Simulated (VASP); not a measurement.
# ZnO (P6_3mc) in VASP: a series of runs, part 2 of 2

VASP 6.6.1. The steps go on from the part before.

## Step 4: Relaxation of cell and atoms, PBEsol

INCAR reads:

```
SYSTEM = ZnO
PREC     = Accurate       ! precision mode
ENCUT    = 600            ! plane-wave cutoff, eV
EDIFF    = 1E-6           ! SCF threshold, eV
ISMEAR   = 0              ! smearing method
SIGMA    = 0.03           ! smearing width, eV
LREAL    = .FALSE.        ! projectors in reciprocal space
LASPH    = .TRUE.         ! aspherical terms in the spheres
NELM     = 80             ! most SCF steps
ALGO     = Normal         ! electronic algorithm
ISIF     = 3              ! what is computed and relaxed
LWAVE    = .FALSE.        ! write WAVECAR
LCHARG   = .FALSE.        ! write CHGCAR
GGA      = PS             ! functional
IBRION   = 2              ! ionic algorithm
NSW      = 90             ! ionic steps
EDIFFG   = -0.01          ! ionic threshold
```

KPOINTS reads:

```
regular mesh
0
G
  9 9 5
  0 0 0
```

POSCAR reads:

```
ZnO
1.0
    3.2493080000      0.0000000000      0.0000000000
   -1.6246540000      2.8139832700      0.0000000000
    0.0000000000      0.0000000000      5.2057090000
Zn O
2 2
Direct
    0.3333333300      0.6666666700      0.5000000000
    0.6666666700      0.3333333300      0.0000000000
    0.6666666700      0.3333333300      0.3790100000
    0.3333333300      0.6666666700      0.8790100000
```

Potentials or basis: VASP PAW PBE potentials, release 64 (Zn, O).

Started as:

```sh
cat potpaw_PBE.64/Zn/POTCAR potpaw_PBE.64/O/POTCAR > POTCAR
mpirun -np 1 vasp_std > vasp.out
```

OUTCAR:

```text
SYSTEM = ZnO
   PREC = Accurate
   ENCUT = 600
   EDIFF = 1E-6
   ISMEAR = 0
   LREAL = .FALSE.
   LASPH = .TRUE.
   NELM = 80
   ISIF = 3
   GGA = PS
   IBRION = 2
   NSW = 90
   EDIFFG = -0.01

 ion  position               nearest neighbor table
   1  0.333  0.667  0.500-   4 1.97   3 1.98   3 1.98   3 1.98
   2  0.667  0.333  0.000-   3 1.97   4 1.98   4 1.98   4 1.98
   3  0.667  0.333  0.379-   2 1.97   1 1.98   1 1.98   1 1.98
   4  0.333  0.667  0.879-   1 1.97   2 1.98   2 1.98   2 1.98

  LATTYP: Found a hexagonal cell.
 ALAT       =     3.2493080000
 C/A-ratio  =     1.6020977390

  Lattice vectors:

 A1 = (   3.2493080000,   0.0000000000,   0.0000000000)
 A2 = (  -1.6246540000,   2.8139832700,   0.0000000000)
 A3 = (   0.0000000000,   0.0000000000,   5.2057090000)

Analysis of symmetry for initial positions (statically):
=====================================================================
 Subroutine PRICEL returns:
 Original cell was already a primitive cell.

 Routine SETGRP: Setting up the symmetry group for a
 hexagonal supercell.

 Subroutine GETGRP returns: Found 12 space group operations
 (whereof  6 operations were pure point group operations)
 out of a pool of 24 trial point group operations.

The static configuration has the point symmetry C_3v.
 The point group associated with its full space group is C_6v.

Analysis of symmetry for dynamics (positions and initial velocities):
=====================================================================
 Subroutine PRICEL returns:
 Original cell was already a primitive cell.

 Routine SETGRP: Setting up the symmetry group for a
 hexagonal supercell.

 Subroutine GETGRP returns: Found 12 space group operations
 (whereof  6 operations were pure point group operations)
 out of a pool of 24 trial point group operations.

The dynamic configuration has the point symmetry C_3v.
[... 131 lines left out ...]
   AEXX    =    0.0000 exact exchange contribution
   IVDW    =     0    specifies the selected vdW correction
   LEPSILON=     F    determine dielectric tensor
   LRPA    =     F    only Hartree local field effects (RPA)
 conjugate gradient relaxation of ions
 non-spin polarized calculation
 Gauss-broadening in eV      SIGMA  =   0.03
  energy-cutoff  :      600.00
  volume of cell :       47.60
 maximum number of plane-waves:      1605
 NGX is ok and might be reduce to    28
   NGX = 13   NGY = 13   NGZ = 21

--------------------------------------- Ionic step        1  -------------------------------------------

 number of electron      36.0000008 magnetization

 Free energy of the ion-electron system (eV)
  ---------------------------------------------------
  ext. energy  EPLUGINS =         0.00000000
  ---------------------------------------------------
  free energy    TOTEN  =       -19.41388202 eV

  energy without entropy =      -19.41388202  energy(sigma->0) =      -19.41388202

------------------------ aborting loop because EDIFF is reached ----------------------------------------

  FORCE on cell =-STRESS in cart. coord.  units (eV):
  Direction    XX          YY          ZZ          XY          YZ          ZX
  --------------------------------------------------------------------------------------
  -------------------------------------------------------------------------------------
  Total       -0.3667842     -0.3667842      0.1427934      0.0000000      0.0000000      0.0000000
  in kB      -12.3460768    -12.3460768      4.8064717      0.0000000      0.0000000      0.0000000
  external PRESSURE =      -6.6285606 kB  Pullay stress =       0.0000000 kB
[... 253 lines left out ...]
--------------------------------------- Ionic step        8  -------------------------------------------

 number of electron      36.0000009 magnetization

 Free energy of the ion-electron system (eV)
  ---------------------------------------------------
  ext. energy  EPLUGINS =         0.00000000
  ---------------------------------------------------
  free energy    TOTEN  =       -19.41561881 eV

  energy without entropy =      -19.41561881  energy(sigma->0) =      -19.41561881

 E-fermi :   1.3023     XC(G=0): -11.2129

 val. band max:        1.0976258782   @ k =   0.0000   0.0000   0.0000
 cond. band min:       1.7816065704   @ k =   0.0000   0.0000   0.0000
 fundamental gap:      0.6839806921
 Fermi energy:         1.3023091499

 k-point     1 :       0.0000    0.0000    0.0000
  band No.  band energies     occupation
      1     -16.9893      2.00000
      2     -16.2414      2.00000
      3      -4.6687      2.00000
      4      -4.6444      2.00000
      5      -4.6444      2.00000
      6      -4.6002      2.00000
[... 589 lines left out ...]
     21       8.7970      0.00000
     22       9.0948      0.00000

 [... further k-points ...]

------------------------ aborting loop because EDIFF is reached ----------------------------------------

  FORCE on cell =-STRESS in cart. coord.  units (eV):
  Direction    XX          YY          ZZ          XY          YZ          ZX
  --------------------------------------------------------------------------------------
  -------------------------------------------------------------------------------------
  Total        0.0071288      0.0071288      0.0225790      0.0000000      0.0000000      0.0000000
  in kB        0.2411728      0.2411728      0.7638657      0.0000000      0.0000000      0.0000000
  external PRESSURE =       0.4154038 kB  Pullay stress =       0.0000000 kB
[... 19 lines left out ...]
  FREE ENERGIE OF THE ION-ELECTRON SYSTEM (eV)
  ---------------------------------------------------
  free  energy   TOTEN  =       -19.4156188097 eV

  energy  without entropy=      -19.4156188097  energy(sigma->0) =      -19.41561881

 reached required accuracy - stopping structural energy minimisation
```

OSZICAR:

```text
N       E                     dE             d eps       ncg     rms          rms(c)
DAV:   1     0.310680400144E+03    0.31068E+03   -0.20650E+04  1592   0.264E+03
DAV:   2     0.110255327648E+02   -0.29965E+03   -0.28915E+03  1692   0.475E+02
[... 56 lines left out ...]
   7 F= -.19415576E+02 E0= -.19415576E+02  d E =-.366472E-04
       N       E                     dE             d eps       ncg     rms          rms(c)
DAV:   1    -0.194158080521E+02   -0.23257E-03   -0.54412E-02  1584   0.194E+00    0.116E-01
DAV:   2    -0.194157015981E+02    0.10645E-03   -0.11333E-03  1844   0.470E-01    0.655E-02
DAV:   3    -0.194156296254E+02    0.71973E-04   -0.58055E-05  2340   0.118E-01    0.263E-02
DAV:   4    -0.194156185016E+02    0.11124E-04   -0.23937E-05  1940   0.651E-02    0.429E-03
DAV:   5    -0.194156188097E+02   -0.30810E-06   -0.38574E-06  1576   0.211E-02
   8 F= -.19415619E+02 E0= -.19415619E+02  d E =-.799143E-04
```

Run time: 2.7 min. Hardware: 1 thread of Intel Xeon Platinum 8259CL at 2.50GHz (Skylake/Cascade Lake), shared host; peak memory 0.2 GiB.

Results:

```yaml
Free_energy: -19.4156 eV
Relaxed_volume: 11.84 Å³/atom
Relaxed_cell: a = 3.236 Å, b = 3.236 Å, c = 5.222 Å, α = 90.00°, β = 90.00°, γ = 120.00°
Space_group_after_relaxing_to_0.05_Å: P6_3mc (No. 186)
Energy_gained_by_relaxing: 0.4 meV/atom
Ionic_steps: 8
Pressure_after_relaxing: 0.0 GPa
Band_gap_on_the_k_mesh: 0.68 eV, direct
```

The path:
| step | energy change (eV) | largest force (eV/Å) | pressure (GPa) | volume (Å³) |
| --- | --- | --- | --- | --- |
| 1 | 0.0000 | 0.0651 | -0.66 | 47.60 |
| 2 | -0.0014 | 0.0326 | 0.43 | 47.26 |
| 3 | -0.0016 | 0.0060 | 0.06 | 47.35 |
| 4 | -0.0016 | 0.0081 | 0.18 | 47.34 |
| 5 | -0.0017 | 0.0182 | -0.09 | 47.40 |
| 6 | -0.0017 | 0.0143 | -0.05 | 47.38 |
| 7 | -0.0017 | 0.0104 | 0.00 | 47.37 |
| 8 | -0.0017 | 0.0004 | 0.04 | 47.36 |

Final structure:
```
Zn O
1.0
     3.23614    0.00000    0.00000
    -1.61807    2.80258    0.00000
     0.00000    0.00000    5.22172
Zn O
2 2
Direct
  0.33333 0.66667 0.49998
  0.66667 0.33333 0.99998
  0.66667 0.33333 0.37903
  0.33333 0.66667 0.87903
```

Caveat: the PAW data sets were made with another functional, which shifts forces and pressure a little.
